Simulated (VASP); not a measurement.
# ZrSe2 (P-3m1) in VASP: further runs, part 2 of 2

VASP 6.6.1.

**3. Relaxation of cell and atoms, PBE**

This run uses another cell than the first one, of 25.78 Å³/atom, 1.024 times its volume.

INCAR reads:

```
PREC = Accurate
ENCUT = 600
EDIFF = 1E-6
ISMEAR = 0
SIGMA = 0.03
LREAL = F
LASPH = T
NELM = 80
ALGO = Normal
ISIF = 3
LWAVE = F
LCHARG = F
GGA = PE
IBRION = 2
NSW = 90
EDIFFG = -0.01
```

KPOINTS reads:

```
regular mesh
0
Gamma
  9 9 5
```

POSCAR reads:

```
ZrSe2
1.0
    3.7980000000      0.0000000000      0.0000000000
   -1.8990000000      3.2891644836      0.0000000000
    0.0000000000      0.0000000000      6.1920000000
Zr Se
1 2
Direct
    0.0000000000      0.0000000000      0.0000000000
    0.3333333333      0.6666666667      0.2500000000
    0.6666666667      0.3333333333      0.7500000000
```

Potentials or basis: VASP PAW PBE potentials, release 64 (Zr_sv, Se).

Run with:

```console
cat potpaw_PBE.64/Zr_sv/POTCAR potpaw_PBE.64/Se/POTCAR > POTCAR
mpirun -np 1 vasp_std > vasp.out
```

OUTCAR:

```text
PREC = Accurate
   ENCUT = 600
   EDIFF = 1E-6
   ISMEAR = 0
   LREAL = F
   LASPH = T
   NELM = 80
   ISIF = 3
   GGA = PE
   IBRION = 2
   NSW = 90
   EDIFFG = -0.01

 ion  position               nearest neighbor table
   1  0.000  0.000  0.000-   2 2.68   3 2.68   3 2.68   2 2.68   3 2.68   2 2.68
   2  0.333  0.667  0.250-   1 2.68   1 2.68   1 2.68
   3  0.667  0.333  0.750-   1 2.68   1 2.68   1 2.68

  LATTYP: Found a hexagonal cell.
 ALAT       =     3.7980000000
 C/A-ratio  =     1.6303317536

  Lattice vectors:

 A1 = (   3.7980000000,   0.0000000000,   0.0000000000)
 A2 = (  -1.8990000000,   3.2891644836,   0.0000000000)
 A3 = (   0.0000000000,   0.0000000000,   6.1920000000)

Analysis of symmetry for initial positions (statically):
=====================================================================
 Subroutine PRICEL returns:
 Original cell was already a primitive cell.

 Routine SETGRP: Setting up the symmetry group for a
 hexagonal supercell.

 Subroutine GETGRP returns: Found 12 space group operations
 (whereof 12 operations were pure point group operations)
 out of a pool of 24 trial point group operations.

The static configuration has the point symmetry D_3d.

Analysis of symmetry for dynamics (positions and initial velocities):
=====================================================================
 Subroutine PRICEL returns:
[... 265 lines left out ...]
  ---------------------------------------------------
  free  energy   TOTEN  =       -19.5826653685 eV

  energy  without entropy=      -19.5826653685  energy(sigma->0) =      -19.58266537

 E-fermi :   4.1144     XC(G=0):  -9.3212

 val. band max:        3.9883630480   @ k =   0.0000   0.0000   0.0000
 cond. band min:       4.3199027285   @ k =   0.0000   0.4444   0.4000
 fundamental gap:      0.3315396805
 Fermi energy:         4.1144471362

 k-point     1 :       0.0000    0.0000    0.0000
  band No.  band energies     occupation
      1     -45.5190      2.00000
      2     -23.5519      2.00000
      3     -23.4477      2.00000
      4     -23.4477      2.00000
      5      -9.1103      2.00000
      6      -7.9928      2.00000
[... 435 lines left out ...]
      5      -8.4617      2.00000
      6      -8.0267      2.00000
[... 8 lines left out ...]
     15       6.7281      0.00000
     16       7.6015      0.00000

 [... further k-points ...]

[... ionic steps 4 to 21 ...]

--------------------------------------- Ionic step       22  -------------------------------------------

 number of electron      24.0000001 magnetization

------------------------ aborting loop because EDIFF is reached ----------------------------------------
[... 69 lines left out ...]
--------------------------------------- Ionic step       24  -------------------------------------------

 number of electron      24.0000001 magnetization

 Free energy of the ion-electron system (eV)
  ---------------------------------------------------
  ext. energy  EPLUGINS =         0.00000000
  ---------------------------------------------------
  free energy    TOTEN  =       -19.60063740 eV

  energy without entropy =      -19.60063740  energy(sigma->0) =      -19.60063740

 E-fermi :   3.5220     XC(G=0):  -8.8925

 val. band max:        3.3036171994   @ k =   0.0000   0.0000   0.0000
 cond. band min:       3.7248214280   @ k =   0.0000   0.4444   0.4000
 fundamental gap:      0.4212042286
 Fermi energy:         3.5220456131

 k-point     1 :       0.0000    0.0000    0.0000
  band No.  band energies     occupation
      1     -46.1810      2.00000
      2     -24.2126      2.00000
      3     -24.1096      2.00000
      4     -24.1096      2.00000
      5      -9.6689      2.00000
      6      -8.6873      2.00000
[... 477 lines left out ...]
  FREE ENERGIE OF THE ION-ELECTRON SYSTEM (eV)
  ---------------------------------------------------
  free  energy   TOTEN  =       -19.6006373952 eV

  energy  without entropy=      -19.6006373952  energy(sigma->0) =      -19.60063740

 reached required accuracy - stopping structural energy minimisation
```

CONTCAR:

```text
ZrSe2
   1.00000000000000
     3.7984708073893714   -0.0000000000000001    0.0000000000000000
    -1.8992354036946857    3.2895722147594584    0.0000000000000001
     0.0000000000000000    0.0000000000000001    6.8104499914729066
  Zr              Se
     1     2
Direct
     0.0000000000000000    0.0000000000000000    0.0000000000000000
     0.3333333332999970    0.6666666667000030    0.2327374150572057
     0.6666666667000030    0.3333333332999970    0.7672625849427943

  0.00000000E+00  0.00000000E+00  0.00000000E+00
  0.00000000E+00  0.00000000E+00  0.00000000E+00
  0.00000000E+00  0.00000000E+00  0.00000000E+00
```

Wall time 12 min (1 thread of Intel Xeon Platinum 8488C (Sapphire Rapids), shared host); peak memory 0.26 GiB.

What came out:

```yaml
Free_energy: -19.6006 eV
Relaxed_volume: 28.37 Å³/atom
Relaxed_cell: a = 3.798 Å, b = 3.798 Å, c = 6.810 Å, α = 90.00°, β = 90.00°, γ = 120.00°
Space_group_after_relaxing_to_0.05_Å: P-3m1 (No. 164)
Energy_gained_by_relaxing: 11.3 meV/atom
Ionic_steps: 24
Pressure_after_relaxing: 0.0 GPa
Largest_force_after_relaxing: 0.006 eV/Å
Band_gap_on_the_k_mesh: 0.42 eV, indirect (least direct gap 1.11 eV)
```

Forces on the atoms (eV/Å):
```
Zr   0.000  0.000  0.000
Se   0.000  0.000 -0.006
Se   0.000  0.000  0.006
```

The path:
| step | energy change (eV) | largest force (eV/Å) | pressure (GPa) | volume (Å³) |
| --- | --- | --- | --- | --- |
| 1 | 0.0000 | 0.3017 | 2.02 | 77.35 |
| 2 | -0.0024 | 0.3720 | -2.03 | 81.04 |
| 3 | -0.0158 | 0.0576 | -0.18 | 79.24 |
| 4 | -0.0195 | 0.0812 | -0.06 | 79.21 |
| 5 | -0.0213 | 0.1141 | 0.12 | 79.16 |
| 6 | -0.0229 | 0.0911 | 0.18 | 79.40 |
| 7 | -0.0265 | 0.0226 | 0.36 | 80.14 |
| 8 | -0.0291 | 0.1161 | 0.77 | 81.63 |
| 9 | -0.0297 | 0.1063 | 0.70 | 81.83 |
| 10 | -0.0311 | 0.0767 | 0.44 | 82.43 |
| 11 | -0.0324 | 0.0192 | -0.03 | 83.64 |
| 12 | -0.0325 | 0.0056 | -0.12 | 83.93 |
| 13 | -0.0324 | 0.0004 | -0.17 | 84.04 |
| 14 | -0.0324 | 0.0034 | -0.18 | 83.98 |
| 15 | -0.0326 | 0.0020 | -0.15 | 84.07 |
| 16 | -0.0331 | 0.0038 | -0.12 | 84.32 |
| 17 | -0.0337 | 0.0140 | -0.06 | 84.82 |
| 18 | -0.0333 | 0.0317 | 0.07 | 85.80 |
| 19 | -0.0338 | 0.0177 | -0.01 | 85.15 |
| 20 | -0.0338 | 0.0174 | -0.02 | 85.12 |
| 21 | -0.0338 | 0.0138 | -0.04 | 84.97 |
| 22 | -0.0338 | 0.0163 | -0.02 | 85.07 |
| 23 | -0.0338 | 0.0170 | -0.02 | 85.10 |
| 24 | -0.0338 | 0.0059 | 0.03 | 85.10 |

Final structure:
```
Zr Se
1.0
     3.79847    0.00000    0.00000
    -1.89924    3.28957    0.00000
     0.00000    0.00000    6.81045
Zr Se
1 2
Cartesian
  0.0000 0.0000 0.0000
  0.0000 2.1930 1.5850
  1.8992 1.0965 5.2254
```

Levels at points of the mesh, in eV from the valence-band top:
```csv
k point,band 9,band 10,band 11,band 12,band 13,band 14,band 15,band 16
"(0.00, 0.00, 0.00)",-2.51,-0.46,0.00,0.00,1.11,1.11,1.53,4.37
```

Caveat: an odd mesh through Γ misses points on the zone boundary, where band edges often lie; this functional lacks dispersion, which binds the layers, so the pressure and a relaxed spacing across them are unreliable; the volume moved by +10 % from the deposited cell, more than functionals usually miss.

**4. Relaxation of cell and atoms, PBE**

This run uses another cell than the first one, of 28.37 Å³/atom, 1.127 times its volume.

Edit INCAR of step 3 so:

```diff
@@ -2,3 +2,3 @@
 ENCUT = 600
-EDIFF = 1E-6
+EDIFF = 1E-7
 ISMEAR = 0
@@ -15,2 +15,2 @@
 NSW = 90
-EDIFFG = -0.01
+EDIFFG = -0.005
```

KPOINTS is that of step 3.

POSCAR reads:

```
ZrSe2                                   
1.0
    3.7984708074     -0.0000000000      0.0000000000
   -1.8992354037      3.2895722148      0.0000000000
    0.0000000000      0.0000000000      6.8104499915
  Zr              Se            
     1     2
Direct
     0.0000000000000000    0.0000000000000000    0.0000000000000000
     0.3333333332999970    0.6666666667000030    0.2327374150572057
     0.6666666667000030    0.3333333332999970    0.7672625849427943
```

Potentials or basis: VASP PAW PBE potentials, release 64 (Zr_sv, Se).

Run with:

```console
cat potpaw_PBE.64/Zr_sv/POTCAR potpaw_PBE.64/Se/POTCAR > POTCAR
mpirun -np 1 vasp_std > vasp.out
```

OUTCAR:

```text
PREC = Accurate
   ENCUT = 600
   EDIFF = 1E-7
   ISMEAR = 0
   LREAL = F
   LASPH = T
   NELM = 80
   ISIF = 3
   GGA = PE
   IBRION = 2
   NSW = 90
   EDIFFG = -0.005

 ion  position               nearest neighbor table
   1  0.000  0.000  0.000-   2 2.71   3 2.71   3 2.71   2 2.71   3 2.71   2 2.71
   2  0.333  0.667  0.233-   1 2.71   1 2.71   1 2.71
   3  0.667  0.333  0.767-   1 2.71   1 2.71   1 2.71

  LATTYP: Found a hexagonal cell.
 ALAT       =     3.7984708074
 C/A-ratio  =     1.7929451974

  Lattice vectors:

 A1 = (   3.7984708074,   0.0000000000,   0.0000000000)
 A2 = (  -1.8992354037,   3.2895722148,   0.0000000000)
 A3 = (   0.0000000000,   0.0000000000,   6.8104499915)

Analysis of symmetry for initial positions (statically):
=====================================================================
 Subroutine PRICEL returns:
 Original cell was already a primitive cell.

 Routine SETGRP: Setting up the symmetry group for a
 hexagonal supercell.

 Subroutine GETGRP returns: Found 12 space group operations
 (whereof 12 operations were pure point group operations)
 out of a pool of 24 trial point group operations.

The static configuration has the point symmetry D_3d.

Analysis of symmetry for dynamics (positions and initial velocities):
=====================================================================
 Subroutine PRICEL returns:
 Original cell was already a primitive cell.

 Routine SETGRP: Setting up the symmetry group for a
 hexagonal supercell.

 Subroutine GETGRP returns: Found 12 space group operations
 (whereof 12 operations were pure point group operations)
 out of a pool of 24 trial point group operations.

The dynamic configuration has the point symmetry D_3d.

 Subroutine INISYM returns: Found 12 space group operations
 (whereof 12 operations are pure point group operations),
 and found     1 'primitive' translations

[... 129 lines left out ...]
 Gauss-broadening in eV      SIGMA  =   0.03
  energy-cutoff  :      600.00
  volume of cell :       85.10
 maximum number of plane-waves:      2877
   NGX = 15   NGY = 15   NGZ = 27

--------------------------------------- Ionic step        1  -------------------------------------------

 number of electron      24.0000000 magnetization

 Free energy of the ion-electron system (eV)
  ---------------------------------------------------
  ext. energy  EPLUGINS =         0.00000000
  ---------------------------------------------------
  free energy    TOTEN  =       -19.60177153 eV

  energy without entropy =      -19.60177153  energy(sigma->0) =      -19.60177153

------------------------ aborting loop because EDIFF is reached ----------------------------------------

  FORCE on cell =-STRESS in cart. coord.  units (eV):
  Direction    XX          YY          ZZ          XY          YZ          ZX
  --------------------------------------------------------------------------------------
  -------------------------------------------------------------------------------------
  Total        0.0245819      0.0245819      0.0007151      0.0000000      0.0000000      0.0000000
  in kB        0.4628087      0.4628087      0.0134636      0.0000000      0.0000000      0.0000000
  external PRESSURE =       0.3130270 kB  Pullay stress =       0.0000000 kB
[... 98 lines left out ...]
--------------------------------------- Ionic step        4  -------------------------------------------

 number of electron      24.0000000 magnetization

 Free energy of the ion-electron system (eV)
  ---------------------------------------------------
  ext. energy  EPLUGINS =         0.00000000
  ---------------------------------------------------
  free energy    TOTEN  =       -19.60179133 eV

  energy without entropy =      -19.60179133  energy(sigma->0) =      -19.60179133

 E-fermi :   3.4999     XC(G=0):  -8.8878

 val. band max:        3.2926182319   @ k =   0.0000   0.0000   0.0000
 cond. band min:       3.7209928721   @ k =   0.0000   0.4444   0.4000
 fundamental gap:      0.4283746402
 Fermi energy:         3.4998642992

 k-point     1 :       0.0000    0.0000    0.0000
  band No.  band energies     occupation
      1     -46.1917      2.00000
      2     -24.2236      2.00000
      3     -24.1201      2.00000
      4     -24.1201      2.00000
      5      -9.6741      2.00000
      6      -8.6921      2.00000
[... 433 lines left out ...]
      3     -24.1971      2.00000
      4     -24.1507      2.00000
      5      -9.0543      2.00000
      6      -8.6948      2.00000
[... 8 lines left out ...]
     15       6.0360      0.00000
     16       6.9539      0.00000

 [... further k-points ...]

------------------------ aborting loop because EDIFF is reached ----------------------------------------

  FORCE on cell =-STRESS in cart. coord.  units (eV):
  Direction    XX          YY          ZZ          XY          YZ          ZX
  --------------------------------------------------------------------------------------
  -------------------------------------------------------------------------------------
  Total       -0.0030969     -0.0030969      0.0100894      0.0000000      0.0000000      0.0000000
  in kB       -0.0582522     -0.0582522      0.1897831      0.0000000      0.0000000      0.0000000
  external PRESSURE =       0.0244262 kB  Pullay stress =       0.0000000 kB
[... 18 lines left out ...]
  FREE ENERGIE OF THE ION-ELECTRON SYSTEM (eV)
  ---------------------------------------------------
  free  energy   TOTEN  =       -19.6017913317 eV

  energy  without entropy=      -19.6017913317  energy(sigma->0) =      -19.60179133

 reached required accuracy - stopping structural energy minimisation
```

OSZICAR:

```text
N       E                     dE             d eps       ncg     rms          rms(c)
DAV:   1     0.193669660235E+03    0.19367E+03   -0.12409E+04  1600   0.150E+03
DAV:   2    -0.985059076189E+01   -0.20352E+03   -0.20059E+03  2096   0.316E+02
DAV:   3    -0.208095675949E+02   -0.10959E+02   -0.10922E+02  2768   0.705E+01
DAV:   4    -0.212826543603E+02   -0.47309E+00   -0.47302E+00  2224   0.105E+01
[... 27 lines left out ...]
DAV:   1    -0.196017942444E+02   -0.11104E-04   -0.93782E-04  1616   0.225E-01    0.150E-02
DAV:   2    -0.196017923492E+02    0.18952E-05   -0.46702E-05  2008   0.387E-02    0.794E-03
DAV:   3    -0.196017915471E+02    0.80210E-06   -0.26789E-06  2040   0.118E-02    0.518E-03
DAV:   4    -0.196017913484E+02    0.19866E-06   -0.74947E-07  2056   0.616E-03    0.227E-03
DAV:   5    -0.196017913317E+02    0.16689E-07   -0.58833E-08   984   0.174E-03
   4 F= -.19601791E+02 E0= -.19601791E+02  d E =-.825133E-05
```

CONTCAR:

```text
ZrSe2
   1.00000000000000
     3.8005136349898088   -0.0000000000000000    0.0000000000000000
    -1.9002568174949044    3.2913413553884197   -0.0000000000000000
     0.0000000000000000   -0.0000000000000000    6.8093200318694445
  Zr              Se
     1     2
Direct
     0.0000000000000000    0.0000000000000000    0.0000000000000000
     0.3333333332999970    0.6666666667000030    0.2325952312000210
     0.6666666667000030    0.3333333332999970    0.7674047687999790

  0.00000000E+00  0.00000000E+00  0.00000000E+00
  0.00000000E+00  0.00000000E+00  0.00000000E+00
  0.00000000E+00  0.00000000E+00  0.00000000E+00
```

It took 2.6 min on 1 thread of Intel Xeon Platinum 8488C (Sapphire Rapids), shared host; peak memory 0.27 GiB.

Results:

```
Free energy                            : -19.6018 eV
Relaxed volume                         : 28.39 Å³/atom
Relaxed cell                           : a = 3.801 Å, b = 3.801 Å, c = 6.809 Å, α = 90.00°, β = 90.00°, γ = 120.00°
Space group after relaxing (to 0.05 Å) : P-3m1 (No. 164)
Energy gained by relaxing              : 0.0 meV/atom
Ionic steps                            : 4
Pressure after relaxing                : 0.0 GPa
Band gap on the k mesh                 : 0.43 eV, indirect (least direct gap 1.11 eV)
```

Forces on the atoms (eV/Å):
```
Zr   0.000  0.000  0.000
Se   0.000  0.000 -0.003
Se   0.000  0.000  0.003
```

Final structure:
```
CELL_PARAMETERS angstrom
3.80051 0.00000 0.00000
-1.90026 3.29134 0.00000
0.00000 0.00000 6.80932
ATOMIC_POSITIONS crystal
Zr 0.00000 0.00000 0.00000
Se 0.33333 0.66667 0.23260
Se 0.66667 0.33333 0.76740
```

Levels at points of the mesh, in eV from the valence-band top:
```
           k point  band 8  band 9  band 10  band 11  band 12  band 13  band 14  band 15  band 16
(0.00, 0.00, 0.00)   -2.51   -2.51    -0.46     0.00     0.00     1.11     1.11     1.53     4.38
```

Caveat: an odd mesh through Γ misses points on the zone boundary, where band edges often lie; this functional lacks dispersion, which binds the layers, so the pressure and a relaxed spacing across them are unreliable.
